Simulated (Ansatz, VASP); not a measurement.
## KF (Carobbiite): VASP beside Ansatz

INCAR

```
  ALGO = Normal
  EDIFF = 1E-7
  ENCUT = 520
  GGA = PS
  ISIF = 2
  ISMEAR = -1
  LASPH = T
  LCHARG = F
  LREAL = F
  LWAVE = F
  NBANDS = 15
  NELM = 80
  PREC = Accurate
  SIGMA = 0.05
```

Contents of KPOINTS:

```
k-points
0
Gamma
  9 9 9
```

The input POSCAR:

```
KF
1.0
    0.0000000000      2.6539175805      2.6539175805
    2.6539175805      0.0000000000      2.6539175805
    2.6539175805      2.6539175805      0.0000000000
K F
1 1
Direct
    0.0000000000      0.0000000000      0.0000000000
    0.5000000000      0.5000000000      0.5000000000
```

The input input.yaml:

```yaml
crystal:
  lattice:
    - [0.0, 2.6539175805, 2.6539175805]
    - [2.6539175805, 0.0, 2.6539175805]
    - [2.6539175805, 2.6539175805, 0.0]
  atoms:
    - { symbol: K, position: [0.0, 0.0, 0.0] }
    - { symbol: F, position: [0.5, 0.5, 0.5] }
hamiltonian:
  xc: pbesol
  pseudopotentials: { kind: paw }
kpoints:
  mp_grid: { grid: [9, 9, 9] }
scf:
  occupations: { method: fermi_dirac, width: 0.05 }
output:
  forces: true
  stress: true
  eigenvalues: true
```

Alike in both runs: task single point; functional PBEsol; k mesh 9 × 9 × 9; occupations fermi-dirac, width 0.05 eV; no spin polarisation.

```csv
,VASP,Ansatz
version,VASP 6.6.1,Ansatz 0.2.0
potentials or method,"VASP PAW PBE potentials, release 64 (K_sv, F)",Ansatz PAW
plane-wave cutoff (eV),520,420
valence electrons in the cell,16,16
```

VASP gave:

* gap on the k mesh at the Fermi level (eV): 6.13
* least direct gap on the mesh (eV): 6.13
* pressure (GPa): 0.0

Q: Which values does Ansatz return?

A: gap on the k mesh at the Fermi level (eV): 6.15; least direct gap on the mesh (eV): 6.15; pressure (GPa): 0.0.

Caveats: the PAW data sets were made with another functional, which shifts forces and pressure a little (VASP); an odd mesh through Γ misses points on the zone boundary, where band edges often lie (VASP); odd divisions of the mesh miss points on the zone boundary, where band edges often lie, so the gap on the mesh can be too wide (Ansatz); the pressure holds a Pulay correction of +0.3 GPa for the finite cutoff (Ansatz); the PAW data sets come from PBE, with cores solved anew for the run's functional, which leaves a small shift of forces and pressure (Ansatz). Expect the measured gap to be larger: semilocal functionals such as PBEsol lack the derivative discontinuity.
